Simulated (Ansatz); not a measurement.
# GaP: the cost of one run

Program: Ansatz 0.2.0. Level of theory: DFT PBE, scalar-relativistic, plane waves, PAW. These are calculated values, not measurements.

3 further runs of the same task are left out: 3 set aside as unsound or not needed.

## Step 1: The starting structure

Symmetry: F-43m, No. 216, cubic system. The conventional cell has a = 5.506 Å, b = 5.506 Å, c = 5.506 Å, α = 90.00°, β = 90.00°, γ = 90.00°. Ga (site symmetry -43m) has 4 P at 2.38 Å as nearest neighbours. Around P (site symmetry -43m) lie 4 Ga at 2.38 Å.

As a file:

```
Ga P
1.0
     0.00000    2.75304    2.75304
     2.75304    0.00000    2.75304
     2.75304    2.75304    0.00000
Ga P
1 1
Direct
  0.00000 0.00000 0.00000
  0.75000 0.75000 0.75000
```

This cell was relaxed beforehand with the same method: volume 20.87 Å³/atom, gap on the mesh 1.58 eV.

## Step 2: The cell under 30 GPa

What is minimised here is the enthalpy; the energy can go up as the cell is squeezed.

File input.yaml:

```yaml
crystal:
  lattice:
    - [0.0, 2.7530369374, 2.7530369374]
    - [2.7530369374, 0.0, 2.7530369374]
    - [2.7530369374, 2.7530369374, 0.0]
  atoms:
    - { symbol: Ga, position: [0.0, 0.0, 0.0] }
    - { symbol: P, position: [0.75, 0.75, 0.75] }
basis:
  ecutwfc: 420
kpoints:
  mp_grid: { grid: [8, 8, 8] }
hamiltonian:
  xc: pbe
scf:
  occupations: { method: fixed }
output:
  forces: true
  stress: true
  eigenvalues: true
relax:
  adjacent_minimum: "off"
  f_tol: 0.001
  max_steps: 60
  cell: { stress_tol: 0.02, p_target: 30.0 }
```

On the command line:

```sh
ansatz run input.yaml --threads 1 --pin off --max-ram 3072MiB --backend cpu --events-out ev --progress --plain --runs-dir out
```

Q: Estimate wall time and peak memory on 1 thread of Intel Xeon at 2.70GHz, shared host.

About 28 s, with a peak of 0.34 GiB.
